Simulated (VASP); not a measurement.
Fe:

```
Fe
1.0
    -1.44300    1.44300    1.44300
     1.44300   -1.44300    1.44300
     1.44300    1.44300   -1.44300
Fe
1
Direct
  0.00000 0.00000 0.00000
```

* Program: VASP 6.6.1
* Task: relaxation of cell and atoms
* Functional: PBE
* Potentials or basis: VASP PAW PBE potentials, release 64 (Fe)
* Cutoff: 600 eV
* k mesh: 13 × 13 × 13
* Occupations: fermi-dirac, width 0.05 eV
* Spin: collinear spin, ferromagnetic start
* Starting moments: [3.0] μB

At the start: pressure -9.1 GPa; volume 12.02 Å³/atom.

**Question.** Where does the relaxation end?

**Answer.** Over 15 steps the energy falls by 23.4 meV/atom and the volume is 11.30 Å³/atom (-6.0 %); space group Im-3m (No. 229, to 0.05 Å); moment 2.13 μB per cell.

Step by step:
```csv
step,energy change (eV),largest force (eV/Å),pressure (GPa),volume (Å³)
1,0.0000,0.0000,-9.14,12.02
2,-0.0126,0.0000,8.51,10.86
3,-0.0234,0.0000,0.10,11.29
4,-0.0234,0.0000,-0.17,11.30
5,-0.0234,0.0000,-0.11,11.30
6,-0.0234,0.0000,-0.14,11.30
7,-0.0234,0.0000,-0.15,11.30
8,-0.0234,0.0000,-0.15,11.30
9,-0.0234,0.0000,-0.15,11.30
10,-0.0234,0.0000,-0.13,11.30
11,-0.0234,0.0000,-0.11,11.30
12,-0.0234,0.0000,-0.13,11.30
13,-0.0234,0.0000,-0.10,11.30
14,-0.0234,0.0000,-0.08,11.30
15,-0.0234,0.0000,0.00,11.30
```

Final structure:
```yaml
crystal:
  lattice:
    - [-1.41347, 1.41347, 1.41347]
    - [1.41347, -1.41347, 1.41347]
    - [1.41347, 1.41347, -1.41347]
  atoms:
    - { symbol: Fe, position: [0.00000, 0.00000, 0.00000] }
```
